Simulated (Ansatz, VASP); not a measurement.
**NaCl: VASP beside Ansatz**

INCAR

```
PREC = Accurate
ENCUT = 520
EDIFF = 1E-6
ISMEAR = 0
SIGMA = 0.01
LREAL = False
LASPH = True
NELM = 100
ALGO = Normal
ISIF = 2
LWAVE = False
LCHARG = False
GGA = PE
NBANDS = 14
```

Contents of KPOINTS:

```
Automatic mesh
0
Gamma
  6 6 6
```

POSCAR

```
NaCl
1.0
    0.0000000000      2.8752842677      2.8752842677
    2.8752842677      0.0000000000      2.8752842677
    2.8752842677      2.8752842677      0.0000000000
Na Cl
1 1
Direct
    0.0000000000      0.0000000000      0.0000000000
    0.5000000000      0.5000000000      0.5000000000
```

Input for Ansatz:

```yaml
crystal:
  lattice:
    - [0.0, 2.8752842677, 2.8752842677]
    - [2.8752842677, 0.0, 2.8752842677]
    - [2.8752842677, 2.8752842677, 0.0]
  atoms:
    - { symbol: Na, position: [0.0, 0.0, 0.0] }
    - { symbol: Cl, position: [0.5, 0.5, 0.5] }
kpoints:
  mp_grid: { grid: [6, 6, 6] }
hamiltonian:
  xc: pbe
scf:
  occupations: { method: fixed }
  n_extra_bands: 4
output:
  forces: true
  stress: true
  eigenvalues: true
```

Alike in both runs: task single point; functional PBE; k mesh 6 × 6 × 6; no spin polarisation.

|  | VASP | Ansatz |
| --- | --- | --- |
| version | VASP 6.6.1 | Ansatz 0.2.0 |
| potentials or method | VASP PAW PBE potentials, release 64 (Na_pv, Cl) | plane waves, PAW |
| plane-wave cutoff (eV) | 520 | 420 |
| occupations | gaussian, width 0.01 eV | fixed |
| valence electrons in the cell | 14 | 16 |

Ansatz gave:

* gap on the k mesh at the Fermi level (eV): 4.89
* pressure (GPa): -0.6

**Question.** What did VASP give for the same quantities?

**Answer.** gap on the k mesh at the Fermi level (eV): 4.89; pressure (GPa): -0.7.

The two sets of potentials don't hold the same shells in valence.

As with any semilocal functional, this PBE gap is likely too small.
